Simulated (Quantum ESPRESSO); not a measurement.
# CuO (F-43m) in Quantum ESPRESSO: notebook, part 2 of 2

Quantum ESPRESSO 7.5. The steps go on from the part before.

**3. Projected density of states, PBE+U**

Input file pw.in:

```
&CONTROL
  calculation = 'scf'
  prefix = 'pwscf'
  outdir = './tmp'
  pseudo_dir = './pseudo'
  tprnfor = .true.
  tstress = .true.
  disk_io = 'low'
/
&SYSTEM
  ibrav = 0
  nat = 2
  ntyp = 2
  ecutwfc = 55
  ecutrho = 440
  nbnd = 18
  occupations = 'smearing'
  smearing = 'fd'
  degauss = 0.00367493
/
&ELECTRONS
  conv_thr = 4d-10
  electron_maxstep = 120
  mixing_beta = 0.3
/
ATOMIC_SPECIES
Cu    63.5460 Cu.paw.z_11.ld1.psl.v1.0.0-low.upf
O     15.9990 O.pbe-n-kjpaw_psl.0.1.UPF
CELL_PARAMETERS bohr
   0.0000000000    4.3978702825    4.3978702825
   4.3978702825    0.0000000000    4.3978702825
   4.3978702825    4.3978702825    0.0000000000
ATOMIC_POSITIONS bohr
Cu     0.0000000000    0.0000000000    0.0000000000
O      2.1989351412    2.1989351412    2.1989351412
K_POINTS automatic
10 10 10 0 0 0
HUBBARD {atomic}
U Cu-3d 1.0
```

Input file nscf.in:

```
&CONTROL
  calculation = 'nscf'
  prefix = 'pwscf'
  outdir = './tmp'
  pseudo_dir = './pseudo'
  disk_io = 'low'
/
&SYSTEM
  ibrav = 0
  nat = 2
  ntyp = 2
  ecutwfc = 55
  ecutrho = 440
  nbnd = 18
  occupations = 'tetrahedra_opt'
/
&ELECTRONS
  conv_thr = 1d-08
  electron_maxstep = 120
  mixing_beta = 0.3
/
ATOMIC_SPECIES
Cu    63.5460 Cu.paw.z_11.ld1.psl.v1.0.0-low.upf
O     15.9990 O.pbe-n-kjpaw_psl.0.1.UPF
CELL_PARAMETERS bohr
   0.0000000000    4.3978702825    4.3978702825
   4.3978702825    0.0000000000    4.3978702825
   4.3978702825    4.3978702825    0.0000000000
ATOMIC_POSITIONS bohr
Cu     0.0000000000    0.0000000000    0.0000000000
O      2.1989351412    2.1989351412    2.1989351412
K_POINTS automatic
15 15 15 0 0 0
HUBBARD {atomic}
U Cu-3d 1.0
```

Input file projwfc.in:

```
&PROJWFC
  prefix = 'pwscf'
  outdir = './tmp'
  filpdos = 'p'
  Emin = -9
  Emax = 16
  DeltaE = 0.05
/
```

Potentials or basis: SSSP 1.3 efficiency PBE.

The run is started by

```
$ OMP_NUM_THREADS=1 pw.x -in pw.in > pw.out
$ OMP_NUM_THREADS=1 pw.x -in nscf.in > nscf.out
$ OMP_NUM_THREADS=1 projwfc.x -in projwfc.in > projwfc.out
```

pw.out:

```text
This program is part of the open-source Quantum ESPRESSO suite
     for quantum simulation of materials; please cite
         "P. Giannozzi et al., J. Phys.:Condens. Matter 21 395502 (2009);
         "P. Giannozzi et al., J. Phys.:Condens. Matter 29 465901 (2017);
         "P. Giannozzi et al., J. Chem. Phys. 152 154105 (2020);
     in publications or presentations arising from this work. More details at

     file Cu.paw.z_11.ld1.psl.v1.0.0-low.upf: wavefunction(s)  4S 3D renormalized
     file O.pbe-n-kjpaw_psl.0.1.UPF: wavefunction(s)  2P renormalized
     Message from routine setup:
     using ibrav=0 with symmetry is DISCOURAGED, use correct ibrav instead

     G-vector sticks info
     --------------------
     sticks:   dense  smooth     PW     G-vecs:    dense   smooth      PW
     Sum        1159     583    187                26469     9377    1687

     Using Slab Decomposition

     bravais-lattice index     =            0
     lattice parameter (alat)  =       6.2195  a.u.
     unit-cell volume          =     170.1207 (a.u.)^3
     number of atoms/cell      =            2
     number of atomic types    =            2
     number of electrons       =        17.00
     number of Kohn-Sham states=           18
     kinetic-energy cutoff     =      55.0000  Ry
     charge density cutoff     =     440.0000  Ry
     scf convergence threshold =      4.0E-10
     mixing beta               =       0.3000
     number of iterations used =            8  plain     mixing
     Exchange-correlation= SLA  PW   PBX  PBC
                           (   1   4   3   4   0   0   0)
     Hubbard projectors: atomic
     Hubbard parameters of DFT+U (Dudarev formulation) in eV:
     U(Cu-3d) =  1.0000

     Internal variables: lda_plus_u =T, lda_plus_u_kind = 0

     Internal variables: orbital_resolved =F, hub_pot_fix =F, apply_U = F

     celldm(1)=   6.219528  celldm(2)=   0.000000  celldm(3)=   0.000000
     celldm(4)=   0.000000  celldm(5)=   0.000000  celldm(6)=   0.000000

[... 8 lines left out ...]
               b(3) = (  0.707107  0.707107 -0.707107 )

     PseudoPot. # 1 for Cu read from file:
     Cu.paw.z_11.ld1.psl.v1.0.0-low.upf
     Pseudo is Projector augmented-wave + core cor, Zval = 11.0
     Generated using &quot;atomic&quot; code by A. Dal Corso  v.6.3MaX
     Shape of augmentation charge: PSQ
     Using radial grid of 1199 points,  6 beta functions with:
                l(1) =   0
                l(2) =   0
                l(3) =   1
                l(4) =   1
                l(5) =   2
                l(6) =   2
     Q(r) pseudized with 0 coefficients

     PseudoPot. # 2 for O  read from file:
     O.pbe-n-kjpaw_psl.0.1.UPF
[... 112 lines left out ...]
     =================== HUBBARD OCCUPATIONS ===================
     ------------------------ ATOM    1 ------------------------
     Tr[ns(  1)] =   9.24177
     eigenvalues:
       0.887  0.887  0.887  0.980  0.980
     eigenvectors (columns):
      -0.000 -0.000 -0.000  0.550 -0.835
      -0.297  0.643 -0.706 -0.000 -0.000
      -0.388  0.594  0.704 -0.000 -0.000
       0.000  0.000  0.000 -0.835 -0.550
       0.872  0.483  0.074  0.000 -0.000
     occupation matrix ns (before diag.):
[... 74 lines left out ...]
     iteration # 11     ecut=    55.00 Ry     beta= 0.30
     Davidson diagonalization with overlap
     ethr =  3.90E-12,  avg # of iterations =  1.4

     End of self-consistent calculation

     =================== HUBBARD OCCUPATIONS ===================
     ------------------------ ATOM    1 ------------------------
     Tr[ns(  1)] =   9.52556
     eigenvalues:
       0.929  0.929  0.929  0.988  0.988
     eigenvectors (columns):
      -0.000 -0.000 -0.000  0.451 -0.893
      -0.285  0.680 -0.675 -0.000  0.000
      -0.374  0.569  0.732 -0.000 -0.000
       0.000  0.000  0.000 -0.893 -0.451
       0.882  0.461  0.092  0.000 -0.000
     occupation matrix ns (before diag.):
       0.988 -0.000  0.000  0.000  0.000
      -0.000  0.929 -0.000  0.000  0.000
       0.000 -0.000  0.929  0.000  0.000
       0.000  0.000  0.000  0.988 -0.000
       0.000  0.000  0.000 -0.000  0.929

     Number of occupied Hubbard levels =    9.5256

          k = 0.0000 0.0000 0.0000 (  1211 PWs)   bands (ev):

   -11.9586   1.7938   1.7938   1.7938   4.2385   4.2385   7.0010   7.0010
     7.0010   7.2518  20.2135  20.2135  20.2135  26.6340  26.7914  26.7914
    26.7914  28.7131

          k = 0.0707 0.0707-0.0707 (  1203 PWs)   bands (ev):
[... 175 lines left out ...]
   -11.2940   0.7537   2.5395   2.5395   4.0892   4.4458   4.8803   5.1996
     5.1996  12.1635  15.5648  17.7424  20.4781  20.4781  27.3122  32.2061
    33.9197  33.9197

          k = 0.2828 0.1414 0.0000 (  1176 PWs)   bands (ev):

   -11.6891   1.2253   1.9505   1.9853   4.1179   4.3067   5.8059   6.2482
     6.6279   9.7850  17.5748  18.8004  20.5525  22.4792  26.7984  28.8025
    29.5865  31.9020

          k = 0.3536 0.2121-0.0707 (  1176 PWs)   bands (ev):
[... 85 lines left out ...]
   -11.2960   1.2847   1.9736   2.5561   4.1919   4.2399   4.5832   4.8247
     5.6480  13.6313  15.4733  17.2142  18.0048  23.5085  27.8204  29.7807
    31.3375  34.6388

     the Fermi energy is     6.2590 ev

!    total energy              =    -254.66014557 Ry
     total all-electron energy =     -3460.386804 Ry
     estimated scf accuracy    <          2.0E-11 Ry
     smearing contrib. (-TS)   =      -0.00168140 Ry
     internal energy E=F+TS    =    -254.65846418 Ry

     The total energy is F=E-TS. E is the sum of the following terms:
     one-electron contribution =     -56.32332065 Ry
     hartree contribution      =      46.76667151 Ry
     xc contribution           =     -51.88459855 Ry
     ewald contribution        =     -93.87258385 Ry
     Hubbard energy            =       0.01629182 Ry
     one-center paw contrib.   =     -99.36092446 Ry

     convergence has been achieved in  11 iterations

     Forces acting on atoms (cartesian axes, Ry/au):

     atom    1 type  1   force =     0.00000000    0.00000000    0.00000000
     atom    2 type  2   force =     0.00000000    0.00000000   -0.00000000

     Total force =     0.000000     Total SCF correction =     0.000000

     Computing stress (Cartesian axis) and pressure

          total   stress  (Ry/bohr**3)                   (kbar)     P=      -95.77
  -0.00065106   0.00000000  -0.00000000          -95.77        0.00       -0.00
  -0.00000000  -0.00065106  -0.00000000           -0.00      -95.77       -0.00
  -0.00000000  -0.00000000  -0.00065106           -0.00       -0.00      -95.77

=------------------------------------------------------------------------------=
   JOB DONE.
=------------------------------------------------------------------------------=
```

projwfc.out:

```text
This program is part of the open-source Quantum ESPRESSO suite
     for quantum simulation of materials; please cite
         "P. Giannozzi et al., J. Phys.:Condens. Matter 21 395502 (2009);
         "P. Giannozzi et al., J. Phys.:Condens. Matter 29 465901 (2017);
[... 55 lines left out ...]
     Atom #   2: total charge =   6.4562, p =  4.7780, pz=  1.5927, px=  1.5927, py=  1.5927,
     Atom #   2: total charge =   6.4562, d =  0.0000, dz2=  0.0000, dxz=  0.0000, dyz=  0.0000, dx2-y2=  0.0000, dxy=  0.0000,
     Spilling Parameter:   0.0010

=------------------------------------------------------------------------------=
   JOB DONE.
=------------------------------------------------------------------------------=
```

Run time: 59 s. Hardware: 1 thread of Intel Xeon Platinum 8259CL at 2.50GHz (Skylake/Cascade Lake), shared host; peak memory 0.16 GiB.

Results:

- Free energy: -3464.8278 eV
- Pressure: -9.6 GPa
- Band gap on the k mesh: none (metal or under the smearing width)
- Loewdin charges: Cu +0.47; O -0.46 e

States per cell in windows of 0.5 eV (zero at the Fermi level; states under -8 eV left out):
| from (eV) | total | Cu#1 d wfc3 | O#2 p wfc2 | Cu#1 p wfc2 | Cu#1 s wfc1 | O#2 s wfc1 |
| --- | --- | --- | --- | --- | --- | --- |
| -8.0 | 0.00 | 0.00 | 0.00 | 0.00 | 0.00 | 0.00 |
| -7.5 | 0.00 | 0.00 | 0.00 | 0.00 | 0.00 | 0.00 |
| -7.0 | 0.00 | 0.00 | 0.00 | 0.00 | 0.00 | 0.00 |
| -6.5 | 0.00 | 0.00 | 0.00 | 0.00 | 0.00 | 0.00 |
| -6.0 | 0.00 | 0.00 | 0.00 | 0.00 | 0.00 | 0.00 |
| -5.5 | 1.49 | 0.28 | 0.90 | 0.15 | 0.14 | 0.01 |
| -5.0 | 0.66 | 0.16 | 0.41 | 0.05 | 0.04 | 0.00 |
| -4.5 | 2.90 | 1.10 | 1.67 | 0.06 | 0.07 | 0.00 |
| -4.0 | 1.01 | 0.30 | 0.65 | 0.05 | 0.00 | 0.00 |
| -3.5 | 0.00 | 0.00 | 0.00 | 0.00 | 0.00 | 0.00 |
| -3.0 | 0.00 | 0.00 | 0.00 | 0.00 | 0.00 | 0.00 |
| -2.5 | 1.84 | 1.78 | 0.03 | 0.03 | 0.00 | 0.00 |
| -2.0 | 2.79 | 2.67 | 0.08 | 0.02 | 0.01 | 0.01 |
| -1.5 | 1.15 | 0.92 | 0.17 | 0.03 | 0.02 | 0.02 |
| -1.0 | 1.38 | 0.94 | 0.35 | 0.05 | 0.02 | 0.02 |
| -0.5 | 1.59 | 0.95 | 0.56 | 0.06 | 0.01 | 0.01 |
| 0.0 | 0.84 | 0.45 | 0.36 | 0.02 | 0.01 | 0.00 |
| 0.5 | 0.16 | 0.08 | 0.08 | 0.00 | 0.00 | 0.00 |
| 1.0 | 0.01 | 0.00 | 0.00 | 0.00 | 0.00 | 0.00 |
| 1.5 | 0.02 | 0.00 | 0.00 | 0.00 | 0.01 | 0.00 |
| 2.0 | 0.04 | 0.00 | 0.01 | 0.01 | 0.01 | 0.01 |
| 2.5 | 0.05 | 0.00 | 0.01 | 0.02 | 0.01 | 0.01 |
| 3.0 | 0.07 | 0.00 | 0.02 | 0.02 | 0.01 | 0.01 |
| 3.5 | 0.09 | 0.00 | 0.02 | 0.03 | 0.02 | 0.02 |
| 4.0 | 0.12 | 0.00 | 0.03 | 0.05 | 0.02 | 0.02 |
| 4.5 | 0.15 | 0.00 | 0.03 | 0.06 | 0.03 | 0.02 |
| 5.0 | 0.19 | 0.00 | 0.04 | 0.08 | 0.04 | 0.03 |
| 5.5 | 0.26 | 0.00 | 0.04 | 0.12 | 0.05 | 0.03 |
| 6.0 | 0.31 | 0.01 | 0.04 | 0.15 | 0.07 | 0.03 |
| 6.5 | 0.29 | 0.01 | 0.04 | 0.15 | 0.06 | 0.02 |
| 7.0 | 0.31 | 0.01 | 0.05 | 0.17 | 0.06 | 0.01 |
| 7.5 | 0.19 | 0.00 | 0.04 | 0.11 | 0.03 | 0.00 |

Eigenvalues of the final occupation matrices:
```tsv
site	spin	trace	eigenvalues
Cu 1 3d	each	4.76	0.93 0.93 0.93 0.99 0.99
```

Caveat: an odd number of electrons without spin polarisation forces a metal; a magnetic or distorted state may lie lower; the run has no spin polarisation, though such a crystal can be magnetic; U without spin polarisation on a metal has little footing.

**4. Projected density of states, PBE+U**

pw.in, as its differences from that of step 3:

```diff
@@ -38,2 +38,2 @@
 HUBBARD {atomic}
-U Cu-3d 1.0
+U Cu-3d 2.0
```

nscf.in, as its differences from that of step 3:

```diff
@@ -34,2 +34,2 @@
 HUBBARD {atomic}
-U Cu-3d 1.0
+U Cu-3d 2.0
```

projwfc.in is that of step 3.

The run is started by

```
$ OMP_NUM_THREADS=1 pw.x -in pw.in > pw.out
$ OMP_NUM_THREADS=1 pw.x -in nscf.in > nscf.out
$ OMP_NUM_THREADS=1 projwfc.x -in projwfc.in > projwfc.out
```

Run time: 59 s. Hardware: 1 thread of Intel Xeon Platinum 8259CL at 2.50GHz (Skylake/Cascade Lake), shared host; peak memory 0.16 GiB.

Results (log left out):

```
Free energy            : -3464.6120 eV
Pressure               : -9.2 GPa
Band gap on the k mesh : none (metal or under the smearing width)
Loewdin charges        : Cu +0.46; O -0.44 e
```

Levels at points of the mesh, in eV from the Fermi level:
```
             k point  band 7  band 8  band 9  band 10  band 11  band 12
  (0.00, 0.00, 0.00)    0.76    0.76    0.76     1.13    14.11    14.11
 (0.00, 0.00, -0.50)   -1.90    0.00    0.00     6.07     7.85    13.79
(0.00, -0.50, -0.50)   -1.47   -1.11   -1.11     6.06     9.45    11.63
```

States per cell in windows of 0.5 eV (zero at the Fermi level; states under -8 eV left out):
```csv
from (eV),total,Cu#1 d wfc3,O#2 p wfc2,Cu#1 p wfc2,Cu#1 s wfc1,O#2 s wfc1
-8.0,0.00,0.00,0.00,0.00,0.00,0.00
-7.5,0.00,0.00,0.00,0.00,0.00,0.00
-7.0,0.00,0.00,0.00,0.00,0.00,0.00
-6.5,0.00,0.00,0.00,0.00,0.00,0.00
-6.0,0.05,0.01,0.03,0.00,0.01,0.00
-5.5,1.46,0.34,0.85,0.13,0.12,0.01
-5.0,0.72,0.23,0.41,0.04,0.03,0.00
-4.5,2.92,1.18,1.61,0.06,0.06,0.00
-4.0,0.80,0.25,0.51,0.04,0.01,0.00
-3.5,0.00,0.00,0.00,0.00,0.00,0.00
-3.0,0.00,0.00,0.00,0.00,0.00,0.00
-2.5,3.71,3.59,0.06,0.04,0.01,0.00
-2.0,1.07,0.94,0.09,0.02,0.02,0.02
-1.5,1.04,0.76,0.21,0.03,0.02,0.01
-1.0,1.37,0.87,0.41,0.06,0.02,0.01
-0.5,1.50,0.84,0.59,0.05,0.01,0.01
0.0,0.77,0.39,0.35,0.02,0.01,0.00
0.5,0.13,0.06,0.07,0.00,0.00,0.00
1.0,0.00,0.00,0.00,0.00,0.00,0.00
1.5,0.02,0.00,0.00,0.00,0.01,0.00
2.0,0.03,0.00,0.01,0.01,0.01,0.01
2.5,0.05,0.00,0.01,0.02,0.01,0.01
3.0,0.07,0.00,0.02,0.02,0.01,0.01
3.5,0.09,0.00,0.02,0.03,0.02,0.02
4.0,0.11,0.00,0.02,0.04,0.02,0.02
4.5,0.14,0.00,0.03,0.06,0.03,0.02
5.0,0.18,0.00,0.03,0.08,0.03,0.03
5.5,0.24,0.00,0.04,0.11,0.05,0.03
6.0,0.32,0.01,0.04,0.15,0.07,0.03
6.5,0.29,0.01,0.04,0.15,0.07,0.02
7.0,0.30,0.01,0.04,0.16,0.06,0.01
7.5,0.22,0.00,0.04,0.13,0.03,0.00
```

Eigenvalues of the final occupation matrices:
```
   site  spin  trace               eigenvalues
Cu 1 3d  each   4.78  0.93 0.93 0.93 0.99 0.99
```

Caveat: an odd number of electrons without spin polarisation forces a metal; a magnetic or distorted state may lie lower; the run has no spin polarisation, though such a crystal can be magnetic; U without spin polarisation on a metal has little footing.

**5. Summary**

```csv
level,U,mixing beta,gap on the mesh (eV),pressure (GPa)
PBE,-,0.5,none,-9.8
PBE+U,Cu d U = 1 eV,0.3,none,-9.6
PBE+U,Cu d U = 2 eV,0.3,none,-9.2
```

Alike in all rows: task projected density of states; potentials or basis SSSP 1.3 efficiency PBE; no spin polarisation; cell as given; k mesh 10 × 10 × 10; cutoff (eV) 748; smearing fermi-dirac 0.05 eV.

Every run on the cell as given and a fine mesh finds a metal. The pressure there spans -9.8 GPa (PBE) to -9.2 GPa (PBE+U); a positive pressure means that this level wants a larger cell, a negative one a smaller.

Caveats: an odd number of electrons without spin polarisation forces a metal; a magnetic or distorted state may lie lower; the run has no spin polarisation, though such a crystal can be magnetic; U without spin polarisation on a metal has little footing (some runs); semilocal functionals often make such compounds metallic where correlation or magnetic order opens a gap, which also shifts bond lengths (some runs).

Total energies depend on the potentials used, so only differences within one code and one set of settings carry meaning.
